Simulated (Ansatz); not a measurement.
A run of Ansatz 0.2.0 is set up as follows.

input.yaml

```yaml
crystal:
  lattice:
    - [-1.88252524, 1.88252524, 1.88252524]
    - [1.88252524, -1.88252524, 1.88252524]
    - [1.88252524, 1.88252524, -1.88252524]
  atoms:
    - { symbol: In, position: [0.0, 0.0, 0.0] }
hamiltonian:
  xc: pbesol
  pseudopotentials: { kind: paw }
kpoints:
  mp_grid: { grid: [10, 10, 10] }
scf:
  occupations: { method: fermi_dirac, width: 0.05 }
output:
  forces: true
  stress: true
  eigenvalues: true
relax:
  f_tol: 0.01
  max_steps: 40
  cell: { stress_tol: 0.05, p_target: 5.0 }
```

Potentials or basis: Ansatz PAW.

Launch:

```console
$ ansatz run input.yaml --threads 2 --pin off --max-ram 5632MiB --backend cpu --events-out ev --progress --plain --runs-dir out
```

Question: Estimate the space group after relaxing (to 0.05 Å).

Answer: Im-3m (No. 229).

Question: Predict the band gap on the k mesh.

Answer: None (metal or under the smearing width).

Question: Estimate the relaxed cell.

Answer: a = 3.126 Å, b = 3.126 Å, c = 3.126 Å, α = 109.47°, β = 109.47°, γ = 109.47°.

The path:
| step | energy change (eV) | largest force (eV/Å) | volume (Å³) |
| --- | --- | --- | --- |
| 1 | 0.0000 | 0.0000 | 26.69 |
| 2 | 0.0373 | 0.0000 | 23.21 |
| 3 | 0.0243 | 0.0000 | 23.61 |
| 4 | 0.0269 | 0.0000 | 23.52 |
| 5 | 0.0276 | 0.0000 | 23.52 |

Caveat: the plane-wave basis is chosen anew once the cell has moved, so the energies of steps on either side of that aren't comparable; the PAW data sets come from PBE, with cores solved anew for the run's functional, which leaves a small shift of forces and pressure.
